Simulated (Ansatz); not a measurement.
# ZnS: the cost of one run

Method: DFT PBEsol, scalar-relativistic, plane waves, PAW, in Ansatz 0.2.0.

The COD entry's cell or inner coordinates are ideal or old and differ from later refinements, so a difference from it is no clean test against experiment.

2 further runs of the same task are left out: 2 set aside as unsound or not needed.

**1. The system as given**

It takes space group F-43m (No. 216, cubic). The conventional cell has a = 5.356 Å, b = 5.356 Å, c = 5.356 Å, α = 90.00°, β = 90.00°, γ = 90.00°. Around Zn (site symmetry -43m) lie 4 S at 2.32 Å. Around S (site symmetry -43m) lie 4 Zn at 2.32 Å.

Coordinates:

```
Zn S
1.0
     0.00000    2.67823    2.67823
     2.67823    0.00000    2.67823
     2.67823    2.67823    0.00000
Zn S
1 1
Direct
  0.25000 0.25000 0.25000
  0.00000 0.00000 0.00000
```

It is the result of an earlier relaxation at this level (volume 19.21 Å³/atom; gap on the mesh: 2.09 eV).

**2. The cell under 5 GPa**

At a set pressure the run lowers the enthalpy E + PV, so the energy alone may rise along the way.

Input file input.yaml:

```yaml
crystal:
  lattice:
    - [0.0, 2.6782323768, 2.6782323768]
    - [2.6782323768, 0.0, 2.6782323768]
    - [2.6782323768, 2.6782323768, 0.0]
  atoms:
    - { symbol: Zn, position: [0.25, 0.25, 0.25] }
    - { symbol: S, position: [0.0, 0.0, 0.0] }
basis:
  ecutwfc: 420
kpoints:
  mp_grid: { grid: [10, 10, 10] }
hamiltonian:
  xc: pbesol
scf:
  occupations: { method: fixed }
output:
  forces: true
  stress: true
  eigenvalues: true
  write_density: true
  write_potential: true
  elf: true
  volumetric_format: npy
relax:
  adjacent_minimum: "off"
  f_tol: 0.001
  max_steps: 60
  cell: { stress_tol: 0.02, p_target: 5.0 }
```

Started as:

```bash
$ ansatz run input.yaml --threads 1 --pin off --max-ram 2560MiB --backend cpu --events-out ev --progress --plain --runs-dir out
```

**Question.** How long does this run take on 1 thread of Arm Neoverse V1, shared host, and how much memory does it need?

About 18 s, with a peak of 0.33 GiB.
